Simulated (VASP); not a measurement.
Here is a VASP 6.6.1 calculation.

The input INCAR:

```
AGGAC = 0.0
ALGO = Normal
EDIFF = 1E-6
EDIFFG = -0.01
ENCUT = 600
GGA = RE
IBRION = 2
ISIF = 3
ISMEAR = -1
LASPH = True
LCHARG = False
LREAL = False
LUSE_VDW = True
LWAVE = False
NELM = 60
NSW = 60
PREC = Accurate
SIGMA = 0.05
```

Contents of KPOINTS:

```
k-points
0
Gamma
  7 7 7
```

The input POSCAR:

```
BaS
1.0
    0.0000000000      3.1937500000      3.1937500000
    3.1937500000      0.0000000000      3.1937500000
    3.1937500000      3.1937500000      0.0000000000
Ba S
1 1
Direct
    0.0000000000      0.0000000000      0.0000000000
    0.5000000000      0.5000000000      0.5000000000
```

Potentials or basis: VASP PAW PBE potentials, release 64 (Ba_sv, S).

Command:

```console
$ cat potpaw_PBE.64/Ba_sv/POTCAR potpaw_PBE.64/S/POTCAR > POTCAR
$ mpirun -np 1 vasp_std > vasp.out
```

(1) Predict the band gap on the k mesh.

(2) Estimate the relaxed cell.

Results:

(1) 2.39 eV, indirect (least direct gap 2.56 eV).

(2) a = 4.619 Å, b = 4.619 Å, c = 4.619 Å, α = 60.00°, β = 60.00°, γ = 60.00°.

Caveat: spin-orbit coupling is left out, which moves the levels of the heavy elements; an odd mesh through Γ misses points on the zone boundary, where band edges often lie.
